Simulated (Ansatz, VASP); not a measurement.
WS2: VASP beside Ansatz

File INCAR:

```
SYSTEM = WS2
ALGO = Normal ; EDIFF = 1E-6
ENCUT = 520 ; GGA = PS
ISIF = 2 ; ISMEAR = 0
LASPH = .TRUE. ; LCHARG = .TRUE.
LELF = .TRUE. ; LREAL = .FALSE.
LVHAR = .TRUE. ; LWAVE = .FALSE.
NBANDS = 35 ; NELM = 100
PREC = Accurate ; SIGMA = 0.1
```

Contents of KPOINTS:

```
k-points
0
G
  6 6 2
  0 0 0
```

File POSCAR:

```
WS2
1.0
    3.1799996605      0.0000000000      0.0000000000
   -1.5899998303      2.7539604900      0.0000000000
    0.0000000000      0.0000000000     12.5000000000
W S
2 4
Direct
    0.3333333333      0.6666666667      0.2500000000
    0.6666666667      0.3333333333      0.7500000000
    0.3333333333      0.6666666667      0.6200000000
    0.6666666667      0.3333333333      0.1200000000
    0.3333333333      0.6666666667      0.8800000000
    0.6666666667      0.3333333333      0.3800000000
```

Input for Ansatz:

```yaml
crystal:
  lattice:
    - [3.1799996605, 0.0, 0.0]
    - [-1.5899998303, 2.75396049, 0.0]
    - [0.0, 0.0, 12.5]
  atoms:
    - { symbol: W, position: [0.3333333333, 0.6666666667, 0.25] }
    - { symbol: W, position: [0.6666666667, 0.3333333333, 0.75] }
    - { symbol: S, position: [0.3333333333, 0.6666666667, 0.62] }
    - { symbol: S, position: [0.6666666667, 0.3333333333, 0.12] }
    - { symbol: S, position: [0.3333333333, 0.6666666667, 0.88] }
    - { symbol: S, position: [0.6666666667, 0.3333333333, 0.38] }
basis:
  ecutwfc: 420
kpoints:
  mp_grid: { grid: [6, 6, 2] }
hamiltonian:
  xc: pbesol
scf:
  occupations: { method: gaussian, width: 0.1 }
output:
  forces: true
  stress: true
  eigenvalues: true
```

Alike in both runs: task single point; functional PBEsol; k mesh 6 × 6 × 2; occupations gaussian, width 0.1 eV; no spin polarisation.

|  | VASP | Ansatz |
| --- | --- | --- |
| version | VASP 6.6.1 | Ansatz 0.2.0 |
| potentials or method | VASP PAW PBE potentials, release 64 (W_sv, S) | scalar-relativistic, plane waves, PAW |
| plane-wave cutoff (eV) | 520 | 420 |
| valence electrons in the cell | 52 | 52 |

Ansatz gave:

- gap on the k mesh at the Fermi level (eV): 0.95
- least direct gap on the mesh (eV): 1.85
- pressure (GPa): -8.6
- largest component of the traceless stress (GPa): 3.01
- rms of the force components (eV/Å): 0.613

What did VASP give for the same quantities?

gap on the k mesh at the Fermi level (eV): 0.97; least direct gap on the mesh (eV): 1.85; pressure (GPa): -8.5; largest component of the traceless stress (GPa): 2.98; rms of the force components (eV/Å): 0.605.

Atom by atom the forces differ by 0.008 eV/Å (rms over components).

Caveats: the PAW data sets were made with another functional, which shifts forces and pressure a little (VASP); spin-orbit coupling is left out, which moves the levels of the heavy elements; this functional lacks dispersion, which binds the layers, so the pressure and a relaxed spacing across them are unreliable. PBEsol gaps usually lie below the measured ones, often by a third to a half. A k mesh can miss the band edges.
